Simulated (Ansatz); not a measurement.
# CuO: convergence and cost

The task, for CuO: see how the k-point mesh moves the results.

Method: DFT r2SCAN, scalar-relativistic, plane waves, PAW, in Ansatz 0.2.0.

2 further runs of the same task are left out: 1 that didn't finish, 1 set aside as unsound or not needed. Runs told in other sessions of the task aren't counted.

## Step 1: The starting structure

It takes space group Cccm (No. 66, orthorhombic). The conventional cell has a = 3.982 Å, b = 4.307 Å, c = 5.156 Å, α = 90.00°, β = 90.00°, γ = 90.00°. Around Cu (site symmetry 2/m) lie 4 O at 1.95 Å. O (site symmetry 222) has 4 Cu at 1.95 Å in its first shell of neighbours.

Structure file:

```cif
data_structure
_symmetry_space_group_name_H-M 'P 1'
_symmetry_Int_Tables_number 1
_cell_length_a 2.9329
_cell_length_b 2.9329
_cell_length_c 5.1559
_cell_angle_alpha 90.000
_cell_angle_beta 90.000
_cell_angle_gamma 94.493
_cell_volume 44.21
loop_
_atom_site_label
_atom_site_type_symbol
_atom_site_fract_x
_atom_site_fract_y
_atom_site_fract_z
_atom_site_occupancy
Cu1 Cu 0.00000 0.50000 0.00000 1
Cu2 Cu 0.50000 0.00000 0.50000 1
O1 O 0.50000 0.50000 0.25000 1
O2 O 0.50000 0.50000 0.75000 1
```

The structure comes from the Materials Project (structure only); it is used as listed.

## Step 2: The base input

Contents of input.yaml:

```yaml
crystal:
  lattice:
    - [1.990968, -2.15355, 0.0]
    - [1.990968, 2.15355, 0.0]
    - [0.0, 0.0, 5.155928]
  atoms:
    - { symbol: Cu, position: [0.0, 0.5, 0.0], spin: 0.69 }
    - { symbol: Cu, position: [0.5, 0.0, 0.5], spin: 0.69 }
    - { symbol: O, position: [0.5, 0.5, 0.25], spin: 0.36 }
    - { symbol: O, position: [0.5, 0.5, 0.75], spin: 0.36 }
basis:
  ecutwfc: 500
kpoints:
  mp_grid: { grid: [14, 14, 8] }
hamiltonian:
  xc: r2scan
scf:
  occupations: { method: gaussian, width: 0.1 }
output:
  forces: true
  stress: true
  eigenvalues: true
  populations: true
magnetization:
  spin_polarized: true
```

Its results, from an earlier run: -3599.3467 eV/atom at zero smearing, pressure -4.09 GPa, largest force 0.000 eV/Å, no gap on the mesh, site moments Cu +0.62 (×2), O +0.33 (×2) μB, in 20 SCF cycles and 5.5 min.

## Step 3: K-point mesh set to 2×2×2

Contents of input.yaml:

```yaml
crystal:
  lattice:
    - [1.990968, -2.15355, 0.0]
    - [1.990968, 2.15355, 0.0]
    - [0.0, 0.0, 5.155928]
  atoms:
    - { symbol: Cu, position: [0.0, 0.5, 0.0], spin: 0.69 }
    - { symbol: Cu, position: [0.5, 0.0, 0.5], spin: 0.69 }
    - { symbol: O, position: [0.5, 0.5, 0.25], spin: 0.36 }
    - { symbol: O, position: [0.5, 0.5, 0.75], spin: 0.36 }
basis:
  ecutwfc: 500
kpoints:
  mp_grid: { grid: [2, 2, 2] }
hamiltonian:
  xc: r2scan
scf:
  occupations: { method: gaussian, width: 0.1 }
output:
  forces: true
  stress: true
  eigenvalues: true
  populations: true
magnetization:
  spin_polarized: true
```

Launch:

```sh
$ ansatz run input.yaml --threads 1 --pin off --max-ram 2560MiB --backend cpu --events-out ev --progress --plain --runs-dir out
```

## Step 4: K-point mesh: 4×4×2

input.yaml: that of step 3 with these lines changed.

```diff
@@ -13,3 +13,3 @@
 kpoints:
-  mp_grid: { grid: [2, 2, 2] }
+  mp_grid: { grid: [4, 4, 2] }
 hamiltonian:
```

## Step 5: K-point mesh: 4×4×4

input.yaml: that of step 4 with these lines changed.

```diff
@@ -13,3 +13,3 @@
 kpoints:
-  mp_grid: { grid: [4, 4, 2] }
+  mp_grid: { grid: [4, 4, 4] }
 hamiltonian:
```

## Step 6: K-point mesh: 6×6×4

input.yaml: that of step 5 with these lines changed.

```diff
@@ -13,3 +13,3 @@
 kpoints:
-  mp_grid: { grid: [4, 4, 4] }
+  mp_grid: { grid: [6, 6, 4] }
 hamiltonian:
```

## Step 7: K-point mesh set to 8×8×4

input.yaml: that of step 6 with these lines changed.

```diff
@@ -13,3 +13,3 @@
 kpoints:
-  mp_grid: { grid: [6, 6, 4] }
+  mp_grid: { grid: [8, 8, 4] }
 hamiltonian:
```

## Step 8: K-point mesh set to 8×8×6

input.yaml: that of step 7 with these lines changed.

```diff
@@ -13,3 +13,3 @@
 kpoints:
-  mp_grid: { grid: [8, 8, 4] }
+  mp_grid: { grid: [8, 8, 6] }
 hamiltonian:
```

## Step 9: K-point mesh: 10×10×6

input.yaml: that of step 8 with these lines changed.

```diff
@@ -13,3 +13,3 @@
 kpoints:
-  mp_grid: { grid: [8, 8, 6] }
+  mp_grid: { grid: [10, 10, 6] }
 hamiltonian:
```

## Step 10: K-point mesh set to 12×12×8

input.yaml: that of step 9 with these lines changed.

```diff
@@ -13,3 +13,3 @@
 kpoints:
-  mp_grid: { grid: [10, 10, 6] }
+  mp_grid: { grid: [12, 12, 8] }
 hamiltonian:
```

(Steps that only read results are left out.)

Q: Predict the outcome of the series: the values and the trend.

**Answer**, as computed:

```
                                              quantity                      value
k-point mesh: within 10 and 1 meV/atom of 14×14×8 from  6×6×4 for 10; 6×6×4 for 1
```

In words: For the k-point mesh, the energy stays within 1 meV/atom of the reference from 6×6×4 on, at about 0.15 of the reference's time. That is measured against the best run here, which may itself be short of the limit. The error changes sign along the series, since a k mesh isn't variational, and a metal needs dense meshes to resolve its Fermi surface. The cell's moment varies from 0.00 to 1.90 μB over the series. Other magnetic orders or occupations could lie lower; they were not searched in full. The small moment in this metal comes from r2SCAN alone, which enlarges such moments; no other functional was run here.
